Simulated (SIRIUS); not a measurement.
The system is Cu.

```
CELL_PARAMETERS angstrom
0.00000 1.80750 1.80750
1.80750 0.00000 1.80750
1.80750 1.80750 0.00000
ATOMIC_POSITIONS crystal
Cu 0.00000 0.00000 0.00000
```

* Program: SIRIUS 7.10.0
* Task: single point
* Functional: PBEsol
* Potentials or basis: PseudoDojo 0.4.1 PBEsol standard (scalar relativistic)
* Cutoff: 1254 eV
* Density cutoff: 5016 eV
* k mesh: 13 × 13 × 13
* Occupations: fermi-dirac, width 0.05 eV
* Spin: no spin polarisation

On this cell: pressure -6.9 GPa; band gap on the k mesh none (metal or under the smearing width).

The same run follows on a disturbed copy (cell strained at random at fixed volume):

```
CELL_PARAMETERS angstrom
-0.00858 1.79575 1.80169
1.82295 -0.02405 1.81716
1.79533 1.78360 0.00357
ATOMIC_POSITIONS crystal
Cu 0.00146 0.97571 0.02932
```

Task: What changes?

Result: The energy (extrapolated to zero smearing) moves by +1.5 meV/atom; pressure -6.8 GPa; band gap on the k mesh none (metal or under the smearing width).

Stress tensor (GPa, compression positive):
```
-6.92  1.55 -0.77
 1.55 -6.60  0.54
-0.77  0.54 -7.00
```
